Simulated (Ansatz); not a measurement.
A relaxation computed with Ansatz, from input to last step.

```yaml
crystal:
  lattice:
    - [3.3112788065, 0.0, 0.0]
    - [-1.6556394033, 2.8676515655, 0.0]
    - [0.0, 0.0, 3.2447829608]
  atoms:
    - { symbol: Mo, position: [0.0, 0.0, 0.0] }
    - { symbol: P, position: [0.3333333333, 0.6666666667, 0.5] }
basis:
  ecutwfc: 420
kpoints:
  mp_grid: { grid: [18, 18, 14] }
hamiltonian:
  xc: pbe
scf:
  occupations: { method: gaussian, width: 0.1 }
output:
  forces: true
  stress: true
  eigenvalues: true
relax:
  adjacent_minimum: "off"
  f_tol: 0.01
  max_steps: 30
  cell: { stress_tol: 0.1, fix: [volume] }
```

```bash
ansatz run input.yaml --threads 1 --pin off --max-ram 2560MiB --backend cpu --events-out ev --progress --plain --runs-dir out
```

Level of theory: Ansatz, DFT PBE, scalar-relativistic, plane waves, PAW.

The volume is held at 1.06 times that of the relaxed cell.

Of 4 frames 3 are shown, positions in Å and forces in eV/Å; the SCF threshold varies from step to step. Steps run on the plane waves of an earlier cell, with a Pulay correction in the pressure. The basis is chosen afresh for the last frame, the zero of the energies, and at times for earlier ones too; energy and pressure step there, also at an unchanged geometry. The mark taken_back stands on steps that the optimiser undid.

```xyz
2
Lattice="3.3113 0.0000 0.0000 -1.6556 2.8677 0.0000 0.0000 0.0000 3.2448" Properties=species:S:1:pos:R:3:forces:R:3 pbc="T T T" step=1 free_energy_over_end_meV_per_atom=0.28 pressure_GPa=-11.22
Mo    0.0000    0.0000    0.0000    0.0000    0.0000    0.0000
P     0.0000    1.9118    1.6224    0.0000    0.0000    0.0000
2
Lattice="3.3261 0.0000 0.0000 -1.6630 2.8805 0.0000 0.0000 0.0000 3.2160" Properties=species:S:1:pos:R:3:forces:R:3 pbc="T T T" step=2 free_energy_over_end_meV_per_atom=0.41 pressure_GPa=-10.77 taken_back
Mo    0.0000    0.0000    0.0000    0.0000    0.0000    0.0000
P     0.0000    1.9203    1.6080    0.0000    0.0000    0.0000
2
Lattice="3.3179 0.0000 0.0000 -1.6590 2.8734 0.0000 0.0000 0.0000 3.2318" Properties=species:S:1:pos:R:3:forces:R:3 pbc="T T T" step=4 free_energy_over_end_meV_per_atom=0.00 pressure_GPa=-11.02
Mo    0.0000    0.0000    0.0000    0.0000    0.0000    0.0000
P     0.0000    1.9156    1.6159    0.0000    0.0000    0.0000
```

It took 61 s on 1 thread of Arm Neoverse V1, with other jobs on the host, peak memory 0.44 GiB.